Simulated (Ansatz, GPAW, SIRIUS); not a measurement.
## In: 4 runs at one level of theory

```
In
1.0
    -1.88253    1.88253    1.88253
     1.88253   -1.88253    1.88253
     1.88253    1.88253   -1.88253
In
1
Direct
  0.00000 0.00000 0.00000
```

This isn't the form of In at room conditions, which is tetragonal.

Alike in all runs: task single point; functional PBEsol; k mesh 10 × 10 × 10; occupations fermi-dirac, width 0.05 eV; no spin polarisation; no spin-orbit coupling. Pressure is positive in compression and, in plane waves, holds the error of the finite cutoff, which Ansatz's Pulay term estimates and takes out.

```tsv
program and potentials	plane-wave cutoff (eV)	notes	band gap (eV)	pressure (GPa)
Ansatz, Ansatz PAW	420	potentials made for PBE, which Ansatz adapts in part; Pulay term of +0.04 GPa included	no gap	-1.34
GPAW, PAW data sets generated for this functional	600	-	no gap	-1.66
Ansatz, all-electron LAPW, scalar-relativistic	-	-	no gap	-1.33
SIRIUS, PseudoDojo 0.4.1 PBEsol standard (scalar relativistic)	960	-	no gap	-1.31
```

None finds a gap. The pressure spans -1.66 (GPAW, PAW data sets generated for this functional) to -1.31 GPa (SIRIUS, PseudoDojo 0.4.1 PBEsol standard (scalar relativistic)), with all-electron results at -1.33.

The functional is the same throughout but for its coding, so the spread measures potentials, basis and numerics; runs on potential files found faulty are left out.
